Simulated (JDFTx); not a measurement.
## Au under changes of volume

One of the cells (16.855 Å³/atom); the others are scaled copies at fixed shape and fractional positions:

```
Au
1.0
     0.00000    2.03500    2.03500
     2.03500    0.00000    2.03500
     2.03500    2.03500    0.00000
Au
1
Direct
  0.00000 0.00000 0.00000
```

```yaml
Program: JDFTx 1.7.0 (patched build)
Functional: PBEsol
Potentials_or_basis: PseudoDojo-SR-PBEsol-0.4.1-standard with smoothed tails
Cutoff: 1034 eV
Density_cutoff: 4136 eV
k_mesh: 11 × 11 × 11
Occupations: fermi-dirac, width 0.05 eV
Spin: no spin polarisation
```

```tsv
volume (Å³/atom)	energy over the lowest point (meV/atom)	pressure (GPa)
15.843	48.28	14.7
16.181	22.49	9.7
16.518	6.82	5.2
16.855	0.00	1.2
17.192	?	?
17.529	8.65	-5.2
17.866	22.31	-7.8
```

Problem. What does the run at 17.192 Å³/atom give?

Solution. Energy over the lowest point 0.94 meV/atom; pressure -2.2 GPa.

Worked out: A Birch-Murnaghan fit of order 3 (a polynomial in V^(-2/3)) to the other rows has its minimum at 16.98 Å³/atom with B0 = V·E''(V) = 177 GPa and B' = 5.6. It gives 0.93 meV/atom at 17.192 Å³/atom, against the run's 0.94, and -dE/dV = -2.1 GPa, against -2.2.

Energies are extrapolated to zero smearing.
